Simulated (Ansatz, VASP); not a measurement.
**Two plane-wave programs on Zr3H**

```xyz
8
Lattice="5.6057 0.0000 0.0000 -2.8029 4.8547 0.0000 0.0000 0.0000 5.2635" Properties=species:S:1:pos:R:3 pbc="T T T"
Zr    1.8954    0.0000    1.3159
Zr    0.9477    1.6414    3.9477
Zr   -0.9477    1.6414    1.3159
Zr    3.7104    0.0000    3.9477
Zr    1.8552    3.2133    1.3159
Zr   -1.8552    3.2133    3.9477
H     0.0000    0.0000    0.0000
H     0.0000    0.0000    2.6318
```

Change from the starting cell: species swapped into the Cs3O type (P6_3/mcm, No. 193).

Alike in both runs: functional PBE; k mesh 6 × 6 × 4; occupations gaussian, width 0.1 eV; no spin polarisation.

Ansatz relaxed the structure, and its values are those at the end. VASP's run is a single point on that final structure, the one shown.

|  | VASP | Ansatz |
| --- | --- | --- |
| version | VASP 6.6.1 | Ansatz 0.2.0 |
| potentials or method | VASP PAW PBE potentials, release 64 (Zr_sv, H) | scalar-relativistic, plane waves, PAW |
| plane-wave cutoff (eV) | 520 | 420 |
| valence electrons in the cell | 74 | 74 |

|  | VASP | Ansatz | Ansatz less VASP |
| --- | --- | --- | --- |
| gap on the k mesh at the Fermi level (eV) | none | none | - |
| pressure (GPa) | 0.0 | 0.0 | 0.00 |
| rms of the force components (eV/Å) | 0.003 | 0.004 | +0.0011 |

A gap of «none» marks a metal or a gap that the smearing closes. The functional is the same, so the differences come from potentials, cutoffs and numerics.
